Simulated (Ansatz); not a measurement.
Runs of Ansatz 0.2.0 on Te2Mo. The structure is monoclinic, space group P2_1/m (No. 11). Conventional cell: a = 6.330 Å, b = 3.469 Å, c = 13.860 Å, α = 90.00°, β = 93.92°, γ = 90.00°. Te (site symmetry m) is surrounded by 3 Mo at 2.79 to 2.81 Å. Te (site symmetry m) has 3 Mo at 2.70 Å as nearest neighbours. Around Te (site symmetry m) lie 3 Mo at 2.79 to 2.82 Å. Te (site symmetry m) is surrounded by 3 Mo at 2.70 to 2.71 Å. Mo (site symmetry m) is surrounded by 6 Te at 2.70 to 2.82 Å and 2 Mo at 2.89 Å. Mo (site symmetry m) has 6 Te at 2.70 to 2.81 Å and 2 Mo at 2.90 Å as nearest neighbours. 

| task | level | cell | k mesh | cutoff (eV) | gap on the mesh (eV) | pressure (GPa) | largest force (eV/Å) |
| --- | --- | --- | --- | --- | --- | --- | --- |
| projected density of states | PBEsol | as given | 4 × 8 × 2 | 420 | none | (a) | 0.23 |
| projected density of states | r2SCAN | as given | 4 × 8 × 2 | 500 | none | (b) | 0.30 |
| relaxation of cell and atoms | PBE | relaxed | 3 × 6 × 2 | 420 | none | 0.0 | - |
| projected density of states | LDA | as given | 4 × 8 × 2 | 420 | none | -3.3 | 0.41 |

Alike in all rows: potentials or basis Ansatz PAW; no spin polarisation; smearing fermi-dirac 0.05 eV.

Q: Estimate the missing entries.

A: (a) -1.4; (b) 2.0.

Caveats: the PAW data sets come from PBE, with cores solved anew for the run's functional, which leaves a small shift of forces and pressure (some runs); the density of states is complete only up to the lowest level of the last band computed (some runs); the plane-wave basis is chosen anew once the cell has moved, so the energies of steps on either side of that aren't comparable (some runs); this functional lacks dispersion, which binds the layers, so the pressure and a relaxed spacing across them are unreliable (some runs).

A k mesh can miss the band edges, and the runs leave out spin-orbit coupling on Mo, Te.

A gap of «none» marks a metal or a gap under the smearing width.
